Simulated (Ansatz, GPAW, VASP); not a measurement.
# One calculation of Al, 5 ways

```
Al
1.0
     0.00000    2.02481    2.02481
     2.02481    0.00000    2.02481
     2.02481    2.02481    0.00000
Al
1
Direct
  0.00000 0.00000 0.00000
```

Alike in all runs: task single point; functional RPBE; k mesh 11 × 11 × 11; occupations gaussian, width 0.05 eV; no spin polarisation; no spin-orbit coupling. Pressure is positive in compression and, in plane waves, holds the error of the finite cutoff, which Ansatz's Pulay term estimates and takes out.

```csv
program and potentials,plane-wave cutoff (eV),notes,pressure (GPa)
"Ansatz, Ansatz PAW",420,"potentials made for PBE, which Ansatz adapts in part; Pulay term of +0.07 GPa included",1.00
"GPAW, the program's PAW data sets (release 1.2.1) made for this functional",600,-,1.14
"VASP, PBE PAW files Al, 520 eV",520,potentials made for PBE,0.80
"VASP, PBE PAW files Al, 500 eV",500,potentials made for PBE,0.80
"Ansatz, all-electron LAPW, scalar-relativistic",-,-,?
```

Question: Estimate from the other rows what the run with Ansatz, all-electron LAPW, scalar-relativistic gave.

Answer: Pressure 1.01 GPa. The other rows, which needn't bracket it: pressure 0.80 to 1.14.
